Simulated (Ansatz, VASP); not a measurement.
# Si10HCl (Si(111)-(1x1)-Cl, top site, H below): VASP beside Ansatz, part 2 of 2

One calculation is typed for both programs; each brings its own data sets. How far apart do they land? Of the first pair: The cell is taken from a series of runs on this material, whose earlier steps may have relaxed, scaled, displaced or heated it; both programs get it as it stands.

VASP 6.6.1 and Ansatz 0.2.0.

So far: The starting structure; VASP: single point, PBE, pair 1; Ansatz: single point, PBE, pair 1.

### 4. Differences

Known differences besides the potentials themselves: the cutoff is 420 eV in Ansatz and 400 eV in VASP. Total energies have different zeros and are not compared.

The two programs side by side:

```csv
quantity,Ansatz,VASP,difference
gap on the k mesh (eV),0.827,0.830,-0.003
```

A gap on the mesh is an upper bound, since the band edges may lie between its points. With vacuum in the cell, a pressure given here is an average over mostly empty space and none of the material.

### 5. Ansatz: relaxation, PBE

The two programs are compared at the cell with which this relaxation starts, whose forces are those of its first step.

The structure compared here is the start of the Ansatz relaxation; VASP solves that cell, so the two are compared at the walk's first step.

File input.yaml:

```yaml
crystal:
  lattice:
    - [3.83958982, 0.0, 0.0]
    - [-1.91979491, 3.32518233, 0.0]
    - [0.0, 0.0, 34.9538008372]
  atoms:
    - { symbol: H, position: [0.0, 0.0, 0.2574827282] }
    - { symbol: Si, position: [0.0, 0.0, 0.3003965162] }
    - { symbol: Si, position: [0.66666667, 0.33333333, 0.322819056] }
    - { symbol: Si, position: [0.66666667, 0.33333333, 0.3900866754] }
    - { symbol: Si, position: [0.33333333, 0.66666667, 0.4125092152] }
    - { symbol: Si, position: [0.33333333, 0.66666667, 0.4797768346] }
    - { symbol: Si, position: [0.0, 0.0, 0.5021993744] }
    - { symbol: Si, position: [0.0, 0.0, 0.5694669938] }
    - { symbol: Si, position: [0.66666667, 0.33333333, 0.5918895336] }
    - { symbol: Si, position: [0.66666667, 0.33333333, 0.659157153] }
    - { symbol: Si, position: [0.33333333, 0.66666667, 0.6815796928] }
    - { symbol: Cl, position: [0.33333333, 0.66666667, 0.7425172718] }
kpoints:
  mp_grid: { grid: [12, 12, 1] }
hamiltonian:
  xc: pbe
scf:
  occupations: { method: fermi_dirac, width: 0.1 }
  convergence: { dr2_threshold: 1.0e-08 }
efield:
  axis: 3
  dipole_correction: true
  ramp_position: 0.97
  ramp_width: 0.06
relax:
  f_tol: 0.01
  max_steps: 60
  constraints: [{ sites: [1, 2, 3, 4] }]
output:
  write_potential: true
  write_density: true
  volumetric_format: npy
```

Started as:

```console
> ansatz run input.yaml --threads 2 --pin off --max-ram 3072MiB --backend cpu --events-out ev --progress --plain --runs-dir out
```

Numbers of over 12 decimals in the logs are rounded to 6 here.

The program printed:

```text
[...]
Crystal: 12 atoms, lattice volume = 446.267 Å³
Basis set: ecut = 420 eV, 8709 PW (Γ), exchange–correlation on 54×54×480 points (8 copies of the dense FFT grid, shifted against one another)
Bands: 36, of which v1, the nominal top of the filled ones, is band 24 counted from 1 (23 counted from 0)
Symmetry: 6 space group operations
[...]
- { symbol: Si, position: [0.333333, 0.666667, 0.480249] }
    - { symbol: Si, position: [1.1069688864056113e-18, 0, 0.503148] }
    - { symbol: Si, position: [1.602585365179391e-18, 0, 0.570840] }
    - { symbol: Si, position: [0.666667, 0.333333, 0.593752] }
    - { symbol: Si, position: [0.666667, 0.333333, 0.661520] }
    - { symbol: Si, position: [0.333333, 0.666667, 0.683916] }
    - { symbol: Cl, position: [0.333333, 0.666667, 0.743274] }
[key lines of the parts left out:]
SCF converged after 6 iterations
Free energy (F): -7454.728771 eV
Fermi energy:    0.812054 eV
Dipole field:    D = -0.031092 V/Å  (p = -0.076680 e·Å, saw-weighted, corrected)
Work function:   Φ+ = 5.3468 eV   Φ− = 4.2600 eV
```

### 6. VASP: single point, PBE, start cell, pair 2

The same cell, functional, mesh and smearing now go to VASP, with its own data sets.

File INCAR:

```
SYSTEM = Si10HCl
PREC = Accurate
ENCUT = 400
EDIFF = 1E-06
NELM = 120
ISMEAR = -1
SIGMA = 0.1
LREAL = .FALSE.
ALGO = Normal
GGA = PE
NBANDS = 36
LORBIT = 11
LWAVE = .FALSE.
LCHARG = .FALSE.
ISIF = 2
LDIPOL = .TRUE.
IDIPOL = 3
DIPOL = 0.5 0.5 0.491
LVHAR = .TRUE.
LASPH = .TRUE.
GGA_COMPAT = .FALSE.
EFERMI = MIDGAP
NELMDL = -8
KPAR = 2
```

File POSCAR:

```
Si10HCl
1.0
    3.8395898200      0.0000000000      0.0000000000
   -1.9197949100      3.3251823300      0.0000000000
    0.0000000000      0.0000000000     34.9538008372
H Si Cl
1 10 1
Direct
    0.0000000000      0.0000000000      0.2574827282
    0.0000000000      0.0000000000      0.3003965162
    0.6666666667      0.3333333333      0.3228190563
    0.6666666667      0.3333333333      0.3900866765
    0.3333333333      0.6666666667      0.4125092166
    0.3333333333      0.6666666667      0.4797768368
    0.0000000000      0.0000000000      0.5021993769
    0.0000000000      0.0000000000      0.5694669971
    0.6666666667      0.3333333333      0.5918895372
    0.6666666667      0.3333333333      0.6591571574
    0.3333333333      0.6666666667      0.6815796975
    0.3333333333      0.6666666667      0.7425172765
```

File KPOINTS:

```
Automatic mesh
0
Gamma
12 12 1
0 0 0
```

The projector-augmented-wave data sets are H, Si and Cl (PBE family, release 64).

Started as:

```console
> mpirun -np 2 vasp_std
```

The program printed:

```text
[... set-up lines as in an earlier step ...]
 entering main loop
       N       E                     dE             d eps       ncg     rms          rms(c)
DAV:   1     0.197573766536E+03    0.19757E+03   -0.14506E+04  1368   0.828E+02
DAV:   2    -0.389597592920E+02   -0.23653E+03   -0.22416E+03  1936   0.168E+02
DAV:   3    -0.611117021865E+02   -0.22152E+02   -0.21661E+02  1604   0.498E+01
DAV:   4    -0.619221599111E+02   -0.81046E+00   -0.80656E+00  1872   0.115E+01
[...]
DAV:  26    -0.606947358036E+02   -0.35255E-05   -0.11805E-07  1084   0.127E-03    0.151E-03
DAV:  27    -0.606947400426E+02   -0.42391E-05   -0.22747E-07  1108   0.200E-03    0.117E-03
DAV:  28    -0.606947407527E+02   -0.71007E-06   -0.93265E-08  1060   0.116E-03
   1 F= -.60694741E+02 E0= -.60693672E+02  d E =-.213741E-02
```

Parts of OUTCAR (step 6):

```text
  Total        2.6660218      2.6660218     -0.3151010      0.0000000     -0.0000000      0.0000000
  in kB        9.5714906      9.5714907     -1.1312684      0.0000000     -0.0000000      0.0000000
  external PRESSURE =       6.0039043 kB  Pullay stress =       0.0000000 kB

 POSITION                                       TOTAL-FORCE (eV/Angst)
 -----------------------------------------------------------------------------------
      0.00000      0.00000      9.00000         0.000000     -0.000000     -0.063961
      0.00000      0.00000     10.50000        -0.000000      0.000000      0.133645
      1.91979      1.10839     11.28375         0.000000     -0.000000     -0.178712
      1.91979      1.10839     13.63501         0.000000     -0.000000     -0.042455
     -0.00000      2.21679     14.41877        -0.000000      0.000000      0.002396
     -0.00000      2.21679     16.77002         0.000000      0.000000     -0.003800
      0.00000      0.00000     17.55378        -0.000000     -0.000000      0.003583
      0.00000      0.00000     19.90504        -0.000000     -0.000000     -0.008016
      1.91979      1.10839     20.68879         0.000000     -0.000000     -0.003389
      1.91979      1.10839     23.04005        -0.000000     -0.000000      0.240984
     -0.00000      2.21679     23.82380        -0.000000      0.000000      0.806032
     -0.00000      2.21679     25.95380         0.000000     -0.000000     -0.886307
 -----------------------------------------------------------------------------------
    total drift:                                0.000000     -0.000000     -0.000068

  FREE ENERGIE OF THE ION-ELECTRON SYSTEM (eV)
  ---------------------------------------------------
  free  energy   TOTEN  =       -60.6947407527 eV

  energy  without entropy=      -60.6926033470  energy(sigma->0) =      -60.69367205

[... 1 part as in an earlier step ...]

[... 2 further parts left out ...]
[key lines of the parts left out:]
E-fermi :   0.4710
```

### 7. Differences

Forces on 7 of the 12 atoms, those with the largest forces and the largest differences (eV/Å; atoms numbered as in POSCAR):

```csv
atom,"Ansatz x, y, z","VASP x, y, z"
H1,"0.000, 0.000, -0.070","0.000, 0.000, -0.064"
Si2,"0.000, 0.000, 0.136","0.000, 0.000, 0.134"
Si3,"0.000, 0.000, -0.181","0.000, 0.000, -0.179"
Si4,"0.000, 0.000, -0.042","0.000, 0.000, -0.042"
Si10,"0.000, 0.000, 0.242","0.000, 0.000, 0.241"
Si11,"0.000, 0.000, 0.779","0.000, 0.000, 0.806"
Cl12,"0.000, 0.000, -0.854","0.000, 0.000, -0.886"
```

The forces differ by 7.1 meV/Å r.m.s., which is 3.4 % of the r.m.s. force of 0.207 eV/Å (both taken over all components). With vacuum in the cell, a pressure given here is an average over mostly empty space and none of the material.

### 8. Results

* difference in gap on the k mesh (single point, PBE, pair 1): -0.0031 eV
* r.m.s. force difference (single point, PBE, start cell, pair 2): 3.4 % of the r.m.s. force

What this shows: The r.m.s. force difference is 3.4 % of the r.m.s. force (single point, PBE, start cell, pair 2), beyond the 3 % picked in this series as the mark of a large difference. 1 further run of this series is not shown here. How closely two codes agree says nothing of how well the functional describes the real material.

[Lines on the potential files, build, host, timing and source positions are cut from VASP's logs without a mark.]

[Logs are printed without paths, hosts, clocks, repeated set-up lines and the standing remarks that a program may print on its own settings, such as how far it seeks lower states.]

[Hosts, paths, dates, database ids (printed as entryN), source tags and the programs' standing remarks are cut or masked in the printed files.]
